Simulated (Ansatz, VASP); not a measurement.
## Co: VASP beside Ansatz

INCAR

```
PREC     = Accurate       # precision mode
ENCUT    = 520            # plane-wave cutoff, eV
EDIFF    = 1E-6           # SCF threshold, eV
ISMEAR   = -1             # smearing method
SIGMA    = 0.1            # smearing width, eV
LREAL    = False          # projectors in reciprocal space
LASPH    = True           # aspherical terms in the spheres
NELM     = 150            # most SCF steps
ALGO     = Normal         # electronic algorithm
ISIF     = 2              # what is computed and relaxed
LWAVE    = False          # write WAVECAR
LCHARG   = True           # write CHGCAR
ISPIN    = 2              # spin polarisation
MAGMOM   = 3 3            # initial moments
LORBIT   = 11             # projections on sites
LMAXMIX  = 4              # l up to which the mixer works
GGA      = PS             # functional
LELF     = True           # ELF
LVHAR    = True         
NBANDS   = 20             # bands
```

File KPOINTS:

```
regular mesh
0
Gamma
  12 12 6
```

The input POSCAR:

```
Co
1.0
    0.0000000000      1.7978500000      1.7978500000
    1.7978500000      0.0000000000      1.7978500000
    3.5957000000      3.5957000000      0.0000000000
Co
2
Direct
    0.0000000000      0.0000000000      0.0000000000
    0.0000000000      0.0000000000      0.5000000000
```

Input for Ansatz:

```yaml
crystal:
  lattice:
    - [0.0, 1.79785, 1.79785]
    - [1.79785, 0.0, 1.79785]
    - [3.5957, 3.5957, 0.0]
  atoms:
    - { symbol: Co, position: [0.0, 0.0, 0.0], spin: 3.0 }
    - { symbol: Co, position: [0.0, 0.0, 0.5], spin: 3.0 }
magnetization:
  spin_polarized: true
hamiltonian:
  xc: pbesol
  pseudopotentials: { kind: paw }
basis:
  ecutwfc: 420
kpoints:
  mp_grid: { grid: [12, 12, 6] }
scf:
  occupations: { method: fermi_dirac, width: 0.1 }
  lower_state_search: "off"
output:
  forces: true
  stress: true
```

Alike in both runs: task single point; functional PBEsol; k mesh 12 × 12 × 6; occupations fermi-dirac, width 0.1 eV; collinear spin.

|  | VASP | Ansatz |
| --- | --- | --- |
| version | VASP 6.6.1 | Ansatz 0.2.0 |
| potentials or method | VASP PAW PBE potentials, release 64 (Co) | PAW, plane waves, scalar-relativistic |
| plane-wave cutoff (eV) | 520 | 420 |
| valence electrons in the cell | 18 | 34 |

Ansatz gave:

```
pressure (GPa)                                                : -19.8
net moment per atom (μB)                                      : 1.71
size of the moment on the site where the two differ most (μB) : 1.78
```

Q: Estimate VASP's values.

A: Pressure (GPa): -20.1; net moment per atom (μB): 1.70; size of the moment on the site where the two differ most (μB): 1.73.

Site moments also hang on the region over which each program counts them. The two sets of potentials don't hold the same shells in valence.

Caveats: so large a pressure means that the cell lies far from this level's equilibrium, or that cutoff or potentials fall short (VASP); the potentials were made for another functional, which shifts forces and pressure (VASP).
